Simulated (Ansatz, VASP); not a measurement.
**AlN in VASP and in Ansatz**

```
Al N
1.0
     3.12859    0.00000    0.00000
    -1.56429    2.70944    0.00000
     0.00000    0.00000    5.01696
Al N
2 2
Direct
  0.66667 0.33333 0.49929
  0.33333 0.66667 0.99929
  0.66667 0.33333 0.88071
  0.33333 0.66667 0.38071
```

The cell is a database's computed one.

Alike in both runs: task relaxation of cell and atoms; functional LDA; k mesh 9 × 9 × 4; occupations gaussian, width 0.02 eV; no spin polarisation.

```csv
,VASP,Ansatz
version,VASP 6.6.1,Ansatz 0.2.0
potentials or method,"VASP PAW LDA potentials, release 64 (Al, N)","scalar-relativistic, plane waves, PAW"
plane-wave cutoff (eV),600,420
valence electrons in the cell,16,16
```

```tsv
	VASP	Ansatz	Ansatz less VASP
gap on the k mesh at the Fermi level, each at its own relaxed structure (eV)	4.40	4.42	+0.014
relaxed volume (Å³/atom)	10.24	10.21	-0.027
relaxed cell length with the largest relative difference (Å)	4.948	4.943	-0.0048
energy change over the relaxation (meV/atom)	-9	-11	-1.3
```

Ansatz warned: «pseudo_functional_mismatch».

As with any semilocal functional, this LDA gap is likely too small.
